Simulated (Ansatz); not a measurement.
# ZnSe: the cost of one run

Computed with Ansatz 0.2.0 (DFT PBEsol, scalar-relativistic, plane waves, PAW, unless a step's input says otherwise).

1 further run of the same task is left out (set aside as unsound or not needed).

## (1) Starting point

Symmetry: P4/nmm, No. 129, tetragonal system. Conventional cell: a = 4.026 Å, b = 4.026 Å, c = 5.529 Å, α = 90.00°, β = 90.00°, γ = 90.00°. Around Zn (site symmetry -4m2) lie 4 Se at 2.50 Å and 4 Zn at 2.85 Å. Se (site symmetry 4mm) is surrounded by 4 Zn at 2.50 Å.

As a file:

```
Zn Se
1.0
     4.02612    0.00000    0.00000
     0.00000    4.02612    0.00000
     0.00000    0.00000    5.52864
Zn Se
2 2
Cartesian
  0.0000 0.0000 0.0000
  2.0131 2.0131 0.0000
  0.0000 2.0131 1.4826
  2.0131 0.0000 4.0460
```

It goes back to an entry of the Materials Project, which need not be the stable form.

This cell was relaxed beforehand with the same method: volume 22.40 Å³/atom, gap on the mesh 1.71 eV.

## (2) What is varied

The energy is mapped over the lattice constants a and c of the conventional cell.

- lattice constant a (and b): 5 values from 3.744 to 4.308 Å
- lattice constant c: 5 values from 4.865 to 6.192 Å

Nothing else is relaxed (fractional coordinates fixed). Energies count from the relaxed crystal. Points are written as (first, second).

## (3) Grid point (3.744 Å, 5.197 Å)

File input.yaml:

```yaml
crystal:
  lattice:
    - [3.7443, 0.0, 0.0]
    - [0.0, 3.7443, 0.0]
    - [0.0, 0.0, 5.1969]
  atoms:
    - { symbol: Zn, position: [0.0, 0.0, 0.0] }
    - { symbol: Zn, position: [0.5, 0.5, 0.0] }
    - { symbol: Se, position: [0.0, 0.5, 0.268167705] }
    - { symbol: Se, position: [0.5, 0.0, 0.731832295] }
basis:
  ecutwfc: 520.0
kpoints:
  mp_grid: { grid: [8, 8, 6] }
hamiltonian:
  xc: pbesol
  pseudopotentials: { kind: paw, azcp: { folder: soft_1 } }
scf:
  occupations: { method: gaussian, width: 0.05 }
output:
  forces: true
  stress: true
  eigenvalues: true
```

Started as:

```
ansatz run input.yaml --threads 1 --pin off --max-ram 2048MiB --backend cpu --events-out ev --progress --plain --runs-dir out
```

Q: Estimate wall time and peak memory on 1 thread of Intel Xeon Platinum 8375C at 2.90GHz (Ice Lake), shared host.

About 9.2 s, with a peak of 0.51 GiB.
